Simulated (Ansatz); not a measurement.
Infrared modes and screening in BeS (h-MgO type)

Perturbation theory with PBEsol in Ansatz on the PBEsol cell, ground state and force constants on a 9×9×4 mesh. No spin polarisation. The prototype was imposed, so other structures may be more stable.

It is hexagonal, P6_3/mmc (No. 194); a = 3.471 Å, c = 6.215 Å in the conventional setting, 16.21 Å³ an atom. Be is surrounded by 3 S at 2.00 Å; S is surrounded by 3 Be at 2.00 Å.

```cif
data_structure
_symmetry_space_group_name_H-M 'P6_3/mmc'
_symmetry_Int_Tables_number 194
_cell_length_a 3.4714
_cell_length_b 3.4714
_cell_length_c 6.2147
_cell_angle_alpha 90.000
_cell_angle_beta 90.000
_cell_angle_gamma 120.000
_cell_volume 64.86
loop_
_atom_site_label
_atom_site_type_symbol
_atom_site_symmetry_multiplicity
_atom_site_Wyckoff_symbol
_atom_site_fract_x
_atom_site_fract_y
_atom_site_fract_z
_atom_site_occupancy
Be1 Be 2 c 0.33333 0.66667 0.25000 1
S1 S 2 d 0.66667 0.33333 0.25000 1
```

Optical modes without the longitudinal term (negative means imaginary):
```json
{"ω (cm⁻¹)": "-269", "degeneracy": "1", "IR intensity, summed over the level ((D/Å)²/amu)": "18.36"}
{"ω (cm⁻¹)": "-167", "degeneracy": "1", "IR intensity, summed over the level ((D/Å)²/amu)": "0.00"}
{"ω (cm⁻¹)": "92", "degeneracy": "2", "IR intensity, summed over the level ((D/Å)²/amu)": "0.00"}
{"ω (cm⁻¹)": "188", "degeneracy": "1", "IR intensity, summed over the level ((D/Å)²/amu)": "0.00"}
{"ω (cm⁻¹)": "723", "degeneracy": "2", "IR intensity, summed over the level ((D/Å)²/amu)": "48.58"}
{"ω (cm⁻¹)": "725", "degeneracy": "2", "IR intensity, summed over the level ((D/Å)²/amu)": "0.00"}
```

2 optical levels at Γ are imaginary (269i, 167i cm⁻¹, printed negative), so this structure is unstable at this level. By the program's warning the force constants, and with them frequencies and ε⁰, aren't converged on this mesh. Of the real levels 1 is infrared active, the strongest at 723 cm⁻¹.

The electronic dielectric tensor ε∞ is 5.14 along x and y, 5.65 along z. Born charges, averaged over directions: Be +1.84, S -1.84 e.

For comparison, on the r2SCAN cell the mean ε∞ is 4.11 with r2SCAN (ground state on 9×9×4; least gap 4.39 eV), 4.40 with PBE.
